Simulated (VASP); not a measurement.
# ZrB3 (Pm-3m) in VASP: further runs, part 2 of 2

VASP 6.6.1. The steps go on from the part before.

## 3. Relaxation of cell and atoms, PBE

This run uses another cell than the first one, of 8.52 Å³/atom, 0.847 times its volume.

INCAR

```
PREC = Accurate ; ENCUT = 600
EDIFF = 1E-6 ; ISMEAR = 0
SIGMA = 0.1 ; LREAL = False
LASPH = True ; NELM = 100
ALGO = Normal ; ISIF = 3
LWAVE = False ; LCHARG = False
GGA = PE ; IBRION = 2
NSW = 90 ; EDIFFG = -0.04
```

KPOINTS

```
Automatic mesh
0
Gamma
  6 6 6
```

POSCAR

```
ZrB3
1.0
    3.2539474914      0.0000000000      0.0000000000
    0.0000000000      3.2539474914      0.0000000000
    0.0000000000      0.0000000000      3.2205014528
Zr B
1 3
Direct
    0.0000000000      0.0000000000      0.0000000000
    0.0000000000      0.5000000000      0.5000000000
    0.5000000000      0.0000000000      0.5000000000
    0.5000000000      0.5000000000      0.0000000000
```

Potentials or basis: VASP PAW PBE potentials, release 64 (Zr_sv, B).

The run is started by

```sh
cat potpaw_PBE.64/Zr_sv/POTCAR potpaw_PBE.64/B/POTCAR > POTCAR
mpirun -np 1 vasp_std > vasp.out
```

It took 97 s on 1 thread of Intel Xeon Platinum 8488C (Sapphire Rapids), shared host; peak memory 0.17 GiB.

Results (log left out):

```yaml
Free_energy: -26.6971 eV
Relaxed_volume: 10.07 Å³/atom
Relaxed_cell: a = 3.434 Å, b = 3.434 Å, c = 3.418 Å, α = 90.00°, β = 90.00°, γ = 90.00°
Space_group_after_relaxing_to_0.05_Å: Pm-3m (No. 221)
Energy_gained_by_relaxing: 183.8 meV/atom
Ionic_steps: 5
Pressure_after_relaxing: 0.0 GPa
Band_gap_on_the_k_mesh: none (metal or under the smearing width)
```

Stress tensor (GPa, compression positive):
```
-0.19  0.00  0.00
 0.00 -0.19  0.00
 0.00  0.00  0.43
```

The path:
| step | energy change (eV) | largest force (eV/Å) | pressure (GPa) | volume (Å³) |
| --- | --- | --- | --- | --- |
| 1 | 0.0000 | 0.0000 | 43.79 | 34.10 |
| 2 | -0.2526 | 0.0000 | -20.48 | 46.94 |
| 3 | -0.7344 | 0.0000 | -0.57 | 40.42 |
| 4 | -0.7347 | 0.0000 | 0.02 | 40.29 |
| 5 | -0.7352 | 0.0000 | 0.02 | 40.29 |

Final structure:
```
CELL_PARAMETERS angstrom
3.43355 0.00000 0.00000
0.00000 3.43355 0.00000
0.00000 0.00000 3.41755
ATOMIC_POSITIONS crystal
Zr 0.00000 0.00000 0.00000
B 0.00000 0.50000 0.50000
B 0.50000 0.00000 0.50000
B 0.50000 0.50000 0.00000
```

Levels at points of the mesh, in eV from the Fermi level:
| k point | band 8 | band 9 | band 10 | band 11 | band 12 | band 13 |
| --- | --- | --- | --- | --- | --- | --- |
| (0.00, 0.00, 0.00) | -2.83 | -2.83 | -2.77 | 2.41 | 2.44 | 2.44 |
| (0.50, 0.00, 0.00) | -3.85 | -3.62 | -0.80 | 0.88 | 0.92 | 2.57 |
| (0.50, 0.50, 0.00) | -6.11 | -2.41 | -2.41 | 0.97 | 1.24 | 2.99 |
| (0.00, 0.00, 0.50) | -3.91 | -3.64 | -0.84 | 0.88 | 0.88 | 2.70 |
| (0.50, 0.00, 0.50) | -6.12 | -2.47 | -2.42 | 0.93 | 1.13 | 2.94 |
| (0.50, 0.50, 0.50) | -6.22 | -3.18 | -3.18 | -3.14 | 4.59 | 4.64 |

Caveat: the volume moved by over 15 % at a fixed basis, so the end points are rough.

## 4. Single point, PBE

INCAR

```
SYSTEM = ZrB3
ALGO = Normal
EDIFF = 1E-6
ENCUT = 520
GGA = PE
ISIF = 2
ISMEAR = 0
LASPH = .TRUE.
LCHARG = .FALSE.
LREAL = .FALSE.
LWAVE = .FALSE.
NBANDS = 18
NELM = 100
PREC = Accurate
SIGMA = 0.1
```

KPOINTS

```
k-points
0
G
  14 14 14
  0 0 0
```

POSCAR

```
ZrB3
1.0
    3.4296151814      0.0000000000      0.0000000000
    0.0000000000      3.4296151814      0.0000000000
    0.0000000000      0.0000000000      3.4296151814
Zr B
1 3
Direct
    0.0000000000      0.0000000000      0.0000000000
    0.0000000000      0.5000000000      0.5000000000
    0.5000000000      0.0000000000      0.5000000000
    0.5000000000      0.5000000000      0.0000000000
```

Potentials or basis: VASP PAW PBE potentials, release 64 (Zr_sv, B).

The run is started by

```sh
cat potpaw_PBE.64/Zr_sv/POTCAR potpaw_PBE.64/B/POTCAR > POTCAR
mpirun -np 1 vasp_std > vasp.out
```

OUTCAR:

```text
SYSTEM = ZrB3
   EDIFF = 1E-6
   ENCUT = 520
   GGA = PE
   ISIF = 2
   ISMEAR = 0
   LASPH = .TRUE.
   LREAL = .FALSE.
   NELM = 100
   PREC = Accurate

 ion  position               nearest neighbor table
   1  0.000  0.000  0.000-   2 2.43   3 2.43   4 2.43   2 2.43   3 2.43   2 2.43   4 2.43   2 2.43
                             3 2.43   4 2.43   3 2.43   4 2.43
   2  0.000  0.500  0.500-   1 2.43   1 2.43   1 2.43   1 2.43
   3  0.500  0.000  0.500-   1 2.43   1 2.43   1 2.43   1 2.43
[... 707 lines left out ...]
  Direction    XX          YY          ZZ          XY          YZ          ZX
  --------------------------------------------------------------------------------------
  -------------------------------------------------------------------------------------
  Total        0.0268797      0.0268797      0.0268797      0.0000000      0.0000000     -0.0000000
  in kB        1.0675748      1.0675748      1.0675748      0.0000000      0.0000000     -0.0000000
  external PRESSURE =       1.0675748 kB  Pullay stress =       0.0000000 kB

 VOLUME and BASIS-vectors are now :
 -----------------------------------------------------------------------------
  energy-cutoff  :      520.00
  volume of cell :       40.34
      direct lattice vectors                 reciprocal lattice vectors
     3.429615181  0.000000000  0.000000000     0.291577902  0.000000000  0.000000000
     0.000000000  3.429615181  0.000000000     0.000000000  0.291577902  0.000000000
     0.000000000  0.000000000  3.429615181     0.000000000  0.000000000  0.291577902

 POSITION                                       TOTAL-FORCE (eV/Angst)
 -----------------------------------------------------------------------------------
      0.00000      0.00000      0.00000         0.000000      0.000000      0.000000
      0.00000      1.71481      1.71481         0.000000      0.000000      0.000000
      1.71481      0.00000      1.71481         0.000000      0.000000      0.000000
      1.71481      1.71481      0.00000         0.000000      0.000000      0.000000
 -----------------------------------------------------------------------------------
    total drift:                               -0.000000     -0.000000     -0.000000

  FREE ENERGIE OF THE ION-ELECTRON SYSTEM (eV)
  ---------------------------------------------------
  free  energy   TOTEN  =       -26.6836965432 eV

  energy  without entropy=      -26.6773765080  energy(sigma->0) =      -26.68053653
```

Run time: 69 s. Hardware: 1 thread of Intel Xeon Platinum 8488C (Sapphire Rapids), shared host; peak memory 0.21 GiB.

Results:

- Free energy: -26.6837 eV
- Pressure: 0.1 GPa
- Band gap on the k mesh: none (metal or under the smearing width)

## 5. Overview

| task | cell | k mesh | cutoff (eV) | gap on the mesh (eV) | pressure (GPa) |
| --- | --- | --- | --- | --- | --- |
| single point | Pm-3m, 10.07 Å³/atom | 6 × 6 × 6 | 520 | none | 0.1 |
| relaxation of cell and atoms | relaxed | 6 × 6 × 6 | 600 | none | 0.0 |
| single point | Pm-3m, 10.09 Å³/atom | 14 × 14 × 14 | 520 | none | 0.1 |

Alike in all rows: level PBE; potentials or basis VASP PAW PBE potentials, release 64 (Zr_sv, B); no spin polarisation; smearing gaussian 0.1 eV.

Caveats: the volume moved by over 15 % at a fixed basis, so the end points are rough (some runs).

Total energies depend on the potentials used, so only differences within one code and one set of settings carry meaning.
